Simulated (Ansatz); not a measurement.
# Infrared modes and screening in KF (zincblende)

Perturbation theory with PBEsol in Ansatz on the PBEsol cell, ground state and force constants on a 6×6×6 mesh. Values at 0 K without nuclear motion; spin polarisation is off, and the phase may be a hypothetical one.

Space group F-43m (No. 216), cubic; a = 5.847 Å in the conventional setting, 24.98 Å³ an atom. K has 4 F at 2.53 Å; F has 4 K at 2.53 Å.

```
CELL_PARAMETERS angstrom
0.00000 2.92336 2.92336
2.92336 0.00000 2.92336
2.92336 2.92336 0.00000
ATOMIC_POSITIONS crystal
K 0.00000 0.00000 0.00000
F 0.25000 0.25000 0.25000
```

Optical modes without the longitudinal term:
```tsv
ω (cm⁻¹)	degeneracy	IR intensity, summed over the level ((D/Å)²/amu)
211	3	6.35
```

The optical mode at Γ lies at 211 cm⁻¹ without the longitudinal term. With the long-range field the highest mode reaches 310 cm⁻¹.

The electronic dielectric tensor ε∞ is 1.76 in all directions. With the ions relaxed, ε⁰ is 3.8 in all directions. Born charges, averaged over directions: K +1.08, F -1.08 e.

With one polar mode in a cubic crystal the Lyddane-Sachs-Teller relation applies: (ω_LO/ω_TO)² = (309.6/211.1)² = 2.151, and ε⁰/ε∞ = 3.791/1.762 = 2.151. The refractive index √ε∞ is 1.33.

For comparison, on the r2SCAN cell the mean ε∞ is 1.70 with r2SCAN (ground state on 6×6×6; least gap 5.75 eV), 1.75 with PBE (ground state on 6×6×6; least gap 5.17 eV).
